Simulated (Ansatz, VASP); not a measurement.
# ZnSe (Stilleite): VASP beside Ansatz

```
CELL_PARAMETERS angstrom
0.00000 2.81478 2.81478
2.81478 0.00000 2.81478
2.81478 2.81478 0.00000
ATOMIC_POSITIONS crystal
Zn 0.00000 0.00000 0.00000
Se 0.25000 0.25000 0.25000
```

Alike in both runs: task single point; functional PBEsol; k mesh 6 × 6 × 6; no spin polarisation.

|  | VASP | Ansatz |
| --- | --- | --- |
| version | VASP 6.6.1 | Ansatz 0.2.0 |
| potentials or method | VASP PAW PBE potentials, release 64 (Zn, Se) | plane waves, PAW |
| plane-wave cutoff (eV) | 520 | 470 |
| occupations | gaussian, width 0.01 eV | fixed |
| valence electrons in the cell | 18 | 28 |

Ansatz gave:

```
pressure (GPa) : 0.2
```

Task: What did VASP give for the same quantities?

Result: Pressure (GPa): 0.4.

The two sets of potentials don't hold the same shells in valence.

Caveats: the PAW data sets were made with another functional, which shifts forces and pressure a little (VASP). PBEsol gaps usually lie below the measured ones, often by a third to a half.
